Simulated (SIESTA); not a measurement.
Runs of SIESTA 5.4.2 on BaTiO3. It takes space group Pm-3m (No. 221, cubic). The conventional cell has a = 4.006 Å, b = 4.006 Å, c = 4.006 Å, α = 90.00°, β = 90.00°, γ = 90.00°. Around Ba (site symmetry m-3m) lie 12 O at 2.83 Å. Ti (site symmetry m-3m) is surrounded by 6 O at 2.00 Å. O (site symmetry 4/mmm) is surrounded by 2 Ti at 2.00 Å. 

```csv
task,level,potentials or basis,k mesh,gap on the mesh (eV),pressure (GPa),V0 of scaled cells (Å³/atom),B0 (GPa)
single point,PBEsol,"PseudoDojo 0.4 standard (PBEsol files), DZP (energy shift 0.003 Ry; two zetas on semicore shells; d shell added on Ba)",7 × 7 × 7,1.71,-2.4,-,-
band structure,LDA,"PseudoDojo 0.4 standard (LDA files), DZP (energy shift 0.003 Ry; two zetas on semicore shells; d shell added on Ba)",7 × 7 × 7,(b),(a),-,-
equation of state,LDA,"PseudoDojo 0.4 standard (LDA files), DZP (energy shift 0.003 Ry; two zetas on semicore shells; d shell added on Ba)",5 × 5 × 5,-,-,12.36,197
equation of state,PBEsol,"PseudoDojo 0.4 standard (PBEsol files), DZP (energy shift 0.003 Ry; two zetas on semicore shells; d shell added on Ba)",7 × 7 × 7,-,-,(c),180
```

Alike in all rows: no spin polarisation; cell as given; smearing fermi-dirac 0.05 eV; grid cutoff 800 Ry; energy shift 0.003 Ry.

Task: Estimate the missing entries.

Result: (a) -7.1; (b) 1.68; (c) 12.68.

Caveats: this set's barium file shifts pressures by up to 1 GPa against other sets; the basis of atomic orbitals isn't converged, which shifts pressures, moduli and gaps; spin-orbit coupling is left out, which moves the levels of the heavy elements (some runs); an odd mesh through Γ misses points on the zone boundary, where band edges often lie (some runs).

A k mesh can miss the band edges, and the runs leave out spin-orbit coupling on Ba.

Not every run made on this cell is shown here.
